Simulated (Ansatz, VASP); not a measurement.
**Two plane-wave programs on Ni**

The input INCAR:

```
PREC = Accurate
ENCUT = 520
EDIFF = 1E-7
ISMEAR = -1
SIGMA = 0.05
LREAL = False
LASPH = True
NELM = 150
ALGO = Fast
ISIF = 2
LWAVE = False
LCHARG = False
ISPIN = 2
MAGMOM = -0.702 -0.702 -0.71 -0.71
LORBIT = 11
LMAXMIX = 4
GGA = RP
NBANDS = 32
```

File KPOINTS:

```
regular mesh
0
Gamma
  16 16 5
```

The input POSCAR:

```
Ni
1.0
    2.5456849509      0.0000000000      0.0000000000
   -1.2728424755      2.2046278375      0.0000000000
    0.0000000000      0.0000000000      8.3315358245
Ni
4
Direct
    0.0000000000      0.0000000000      1.0000000000
    0.0000000000      0.0000000000      0.5000000000
    0.3333333333      0.6666666667      0.2500000000
    0.6666666667      0.3333333333      0.7500000000
```

Input for Ansatz:

```yaml
crystal:
  lattice:
    - [2.5456849509, 0.0, 0.0]
    - [-1.2728424755, 2.2046278375, 0.0]
    - [0.0, 0.0, 8.3315358245]
  atoms:
    - { symbol: Ni, position: [0.0, 0.0, 1.0], spin: -0.702 }
    - { symbol: Ni, position: [0.0, 0.0, 0.5], spin: -0.702 }
    - { symbol: Ni, position: [0.3333333333, 0.6666666667, 0.25], spin: -0.71 }
    - { symbol: Ni, position: [0.6666666667, 0.3333333333, 0.75], spin: -0.71 }
hamiltonian:
  xc: rpbe
  pseudopotentials:
    kind: paw
    azcp:
      Ni: "pseudopotentials/Ni.paw.azcp"
basis:
  ecutwfc: 420
  fft_grid_basis: typed
kpoints:
  mp_grid: { grid: [16, 16, 5], shift: [0, 0, 0] }
magnetization:
  spin_polarized: true
scf:
  occupations: { method: fermi_dirac, width: 0.05 }
  lower_state_search: "off"
output:
  stress: true
  write_density: true
  write_potential: true
  elf: true
  volumetric_format: npy
```

Alike in both runs: task single point; functional RPBE; k mesh 16 × 16 × 5; occupations fermi-dirac, width 0.05 eV; collinear spin.

|  | VASP | Ansatz |
| --- | --- | --- |
| version | VASP 6.6.1 | Ansatz 0.2.0 |
| potentials or method | VASP PAW PBE potentials, release 64 (Ni) | plane waves (420 eV) with PAW, scalar-relativistic |
| plane-wave cutoff (eV) | 520 | 420 |
| valence electrons in the cell | 40 | 72 |

Ansatz gave:

* pressure (GPa): -6.5
* largest component of the traceless stress (GPa): 0.08
* net moment per atom (μB): 0.67
* size of the moment on the site where the two differ most (μB): 0.71

**Question.** What did VASP give for the same quantities?

**Answer.** Pressure (GPa): -6.3; largest component of the traceless stress (GPa): 0.15; net moment per atom (μB): 0.65; size of the moment on the site where the two differ most (μB): 0.66.

Site moments also hang on the region over which each program counts them. The two sets of potentials don't hold the same shells in valence.

Caveats: the PAW data sets were made with another functional, which shifts forces and pressure a little (VASP).
